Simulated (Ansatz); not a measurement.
Mg3Sb2: levels along high-symmetry lines

```
Mg Sb
1.0
     4.58200    0.00000    0.00000
    -2.29100    3.96813    0.00000
     0.00000    0.00000    7.24400
Mg Sb
3 2
Direct
  0.33333 0.66667 0.63000
  0.66667 0.33333 0.37000
  0.00000 0.00000 0.00000
  0.33333 0.66667 0.23500
  0.66667 0.33333 0.76500
```

Atoms are numbered in the order listed.

The cell is COD entry 1539537, as deposited and not checked against the literature; nothing was relaxed. It differs from other determinations.

Spin–orbit coupling is left out, though it moves levels of the heavy atoms by tenths of an eV or more.

Level of theory: DFT, PBE, all-electron LAPW, scalar-relativistic in Ansatz 0.2.0.

The runs use a Γ-centred 7×7×4 k mesh, Fermi–Dirac smearing of 0.08 eV, basis error target 1 meV/atom, no spin polarisation.

Points in fractions of the reciprocal vectors of this cell: Γ (0, 0, 0), M (0.5, 0, 0), K (0.333, 0.333, 0), A (0, 0, 0.5), L (0.5, 0, 0.5), H (0.333, 0.333, 0.5). The path joins them by straight lines in the order Γ–M–K–Γ–A–L–H–A–L; legs that retrace an earlier one aren't tabulated. Energies are in eV from the top of the valence band.

(1) Is there a gap, and where are the band edges?

(2) List the levels between -8 and 3.5 eV at the symmetry points.

Results:

(1) 0.29 eV, indirect from Γ to K (0.333, 0.333, 0) (so small a gap may close at points that the mesh and path miss).

(2) 
Γ: -4.82, -1.03 (×2), -0.31 (×2), 0.00, 1.17, 1.35, 3.16 (×2)
M: -4.54, -3.68, -3.13, -2.20, -2.16, -0.82, 0.56, 2.07, 2.14, 2.91
K: -4.20, -3.50 (×2), -2.46 (×2), -2.42, 0.29
A: -3.00, -2.93, -0.77 (×2), -0.60 (×2), 1.88, 1.96, 2.85 (×2)
L: -4.77, -4.50, -1.67, -1.64, -1.60, -1.46, 0.52, 1.43, 1.85, 2.40
H: -4.19 (×2), -3.80, -3.29, -0.94 (×2), 1.96 (×2), 2.50, 2.66
